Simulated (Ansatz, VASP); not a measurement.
**Two plane-wave programs on Rh**

```
Rh
1.0
     2.78454    0.00000    0.00000
    -1.39227    2.41148    0.00000
     0.00000    0.00000    4.51534
Rh
2
Cartesian
  0.0000 1.6077 1.1288
  1.3923 0.8038 3.3865
```

Change from the starting cell: volume scaled by 1.06.

Alike in both runs: task single point; functional PBEsol; k mesh 11 × 11 × 6; occupations fermi-dirac, width 0.05 eV; no spin polarisation.

|  | VASP | Ansatz |
| --- | --- | --- |
| version | VASP 6.6.1 | Ansatz 0.2.0 |
| potentials or method | VASP PAW PBE potentials, release 64 (Rh_pv) | Ansatz PAW |
| plane-wave cutoff (eV) | 520 | 420 |
| valence electrons in the cell | 30 | 34 |

```tsv
	VASP	Ansatz	Ansatz less VASP
gap on the k mesh at the Fermi level (eV)	none	none	-
pressure (GPa)	-24.5	-24.5	+0.03
largest component of the traceless stress (GPa)	1.02	1.02	+0.003
```

A gap of «none» marks a metal or a gap that the smearing closes. The functional is the same, so the differences come from potentials, cutoffs and numerics. The two sets of potentials don't hold the same shells in valence.

Caveats: the PAW data sets were made with another functional, which shifts forces and pressure a little (VASP); the PAW data sets come from PBE, with cores solved anew for the run's functional, which leaves a small shift of forces and pressure (Ansatz).
